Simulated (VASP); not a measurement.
A run of VASP 6.6.1 is set up as follows.

The input INCAR:

```
SYSTEM = TiO2
PREC     = Accurate       ! precision mode
ENCUT    = 520            ! plane-wave cutoff, eV
EDIFF    = 1E-7           ! SCF threshold, eV
ISMEAR   = 0              ! smearing method
SIGMA    = 0.01           ! smearing width, eV
LREAL    = .FALSE.        ! projectors in reciprocal space
LASPH    = .TRUE.         ! aspherical terms in the spheres
NELM     = 100            ! most SCF steps
ALGO     = Normal         ! electronic algorithm
ISIF     = 2              ! what is computed and relaxed
LWAVE    = .FALSE.        ! write WAVECAR
LCHARG   = .TRUE.         ! write CHGCAR
LELF     = .TRUE.         ! ELF
LVHAR    = .TRUE.       
NBANDS   = 33             ! bands
```

The input KPOINTS:

```
regular mesh
0
G
  5 5 3
  0 0 0
```

POSCAR

```
TiO2
1.0
    2.7060340000     -2.7066550000      0.0000000000
    2.7060340000      2.7066550000      0.0000000000
   -2.6335310000      0.0000000000      4.7966370000
Ti O
2 4
Direct
    0.1341100000      0.8658900000      0.2500000000
    0.8658900000      0.1341100000      0.7500000000
    0.3312210000      0.0887550000      0.6671490000
    0.6687790000      0.9112450000      0.3328510000
    0.9112450000      0.6687790000      0.8328510000
    0.0887550000      0.3312210000      0.1671490000
```

Potentials or basis: VASP PAW LDA potentials, release 64 (Ti_sv, O).

The run is started by

```sh
$ cat potpaw_LDA.64/Ti_sv/POTCAR potpaw_LDA.64/O/POTCAR > POTCAR
$ mpirun -np 1 vasp_std > vasp.out
```

Problem. What does it give for the band gap on the k mesh?

Solution. 1.93 eV, indirect (least direct gap 2.30 eV).

Problem. Predict the pressure.

Solution. -11.9 GPa.

Problem. Estimate the largest force.

Solution. 0.317 eV/Å.

Stress tensor (GPa, compression positive):
```
-11.96   0.00  -0.42
  0.00 -11.99   0.00
 -0.42   0.00 -11.72
```

Caveat: the k mesh is coarse (spacing up to 0.44 Å⁻¹), so the values aren't converged; an odd mesh through Γ misses points on the zone boundary, where band edges often lie.
